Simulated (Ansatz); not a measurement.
Computed with DFT PBEsol, scalar-relativistic, plane waves, PAW (Ansatz 0.2.0).

Structure of HgTe:

```xyz
2
Lattice="0.0000 3.2547 3.2547 3.2547 0.0000 3.2547 3.2547 3.2547 0.0000" Properties=species:S:1:pos:R:3 pbc="T T T"
Hg    0.0000    0.0000    0.0000
Te    1.6274    1.6274    1.6274
```

Plane waves to 420 eV, a k mesh through Γ of 12×12×12 on the computed 2-atom cell and Gaussian smearing (0.10 eV); no spin polarisation.

Levels along Γ–X–U | K–Γ–L–W–X, in eV from the Fermi level, sorted by energy at each point. Points in fractions of the primitive reciprocal vectors: Γ (0.000 0.000 0.000), X (-0.500 -0.500 0.000), U (-0.375 -0.375 0.250), K (-0.375 0.000 0.375), L (0.000 0.000 0.500), W (-0.500 -0.250 0.250).
```csv
point,"k (1/Å, with 2π)",band 16,band 17,band 18,band 19,band 20,band 21,band 22
Γ,0.000,-0.91,-0.06,-0.06,-0.06,4.17,4.17,4.17
-,0.138,-1.45,-0.22,-0.22,0.46,3.86,4.38,4.38
-,0.276,-2.24,-0.62,-0.62,1.19,3.34,4.92,4.92
-,0.414,-3.04,-1.10,-1.10,1.73,2.96,5.66,5.66
-,0.552,-3.82,-1.56,-1.56,1.88,2.79,6.51,6.51
-,0.690,-4.53,-1.93,-1.93,1.84,2.64,7.04,7.41
-,0.827,-5.12,-2.18,-2.18,1.80,2.46,7.63,8.25
X,0.965,-5.40,-2.26,-2.26,1.80,2.38,7.94,8.68
-,1.014,-5.41,-2.29,-2.26,1.82,2.41,7.87,8.61
-,1.063,-5.41,-2.36,-2.23,1.88,2.51,7.70,8.43
-,1.111,-5.42,-2.47,-2.19,1.95,2.69,7.49,8.18
-,1.160,-5.43,-2.59,-2.14,2.01,2.95,7.28,7.91
-,1.209,-5.44,-2.71,-2.07,2.06,3.25,7.08,7.62
-,1.258,-5.44,-2.82,-1.98,2.10,3.58,6.94,7.34
U,1.306,-5.43,-2.90,-1.89,2.14,3.89,6.87,7.07
K,1.306,-5.43,-2.90,-1.89,2.14,3.89,6.87,7.07
-,1.453,-5.24,-2.92,-1.55,2.18,4.47,6.31,6.48
-,1.599,-4.80,-2.64,-1.17,2.07,4.63,5.59,5.68
-,1.745,-4.16,-2.11,-0.79,1.79,4.62,5.05,5.16
-,1.891,-3.36,-1.44,-0.47,1.41,4.17,4.74,5.12
-,2.038,-2.45,-0.76,-0.24,0.95,3.91,4.43,4.89
-,2.184,-1.52,-0.25,-0.11,0.40,4.00,4.24,4.40
Γ,2.330,-0.91,-0.06,-0.06,-0.06,4.17,4.17,4.17
-,2.450,-1.37,-0.12,-0.12,0.26,4.08,4.25,4.25
-,2.569,-2.15,-0.28,-0.28,0.61,4.08,4.46,4.46
-,2.689,-3.00,-0.48,-0.48,0.74,4.44,4.70,4.70
-,2.808,-3.82,-0.69,-0.69,0.72,4.87,4.87,5.10
-,2.927,-4.57,-0.86,-0.86,0.66,4.95,4.95,5.90
-,3.047,-5.17,-0.98,-0.98,0.60,4.96,4.96,6.50
L,3.166,-5.45,-1.02,-1.02,0.58,4.96,4.96,6.64
-,3.264,-5.43,-1.27,-1.06,0.85,4.82,5.05,6.72
-,3.361,-5.39,-1.77,-1.20,1.36,4.55,5.29,6.70
-,3.459,-5.34,-2.24,-1.42,1.89,4.37,5.50,6.71
-,3.556,-5.33,-2.60,-1.70,2.33,4.32,5.39,7.18
-,3.654,-5.36,-2.78,-2.02,2.68,4.41,5.17,6.83
-,3.751,-5.44,-2.77,-2.33,2.90,4.50,5.08,6.30
W,3.849,-5.49,-2.65,-2.55,2.98,4.50,5.15,6.05
-,3.918,-5.48,-2.63,-2.53,2.91,4.18,5.51,6.14
-,3.987,-5.47,-2.58,-2.50,2.71,3.71,6.10,6.40
-,4.056,-5.45,-2.50,-2.44,2.46,3.27,6.74,6.76
-,4.125,-5.43,-2.42,-2.38,2.20,2.90,7.14,7.38
-,4.194,-5.42,-2.34,-2.32,1.99,2.62,7.51,7.98
-,4.262,-5.41,-2.28,-2.28,1.85,2.44,7.81,8.47
X,4.331,-5.40,-2.26,-2.26,1.80,2.38,7.94,8.68
```

Spin-orbit coupling is left out, which matters for the bands of heavy elements.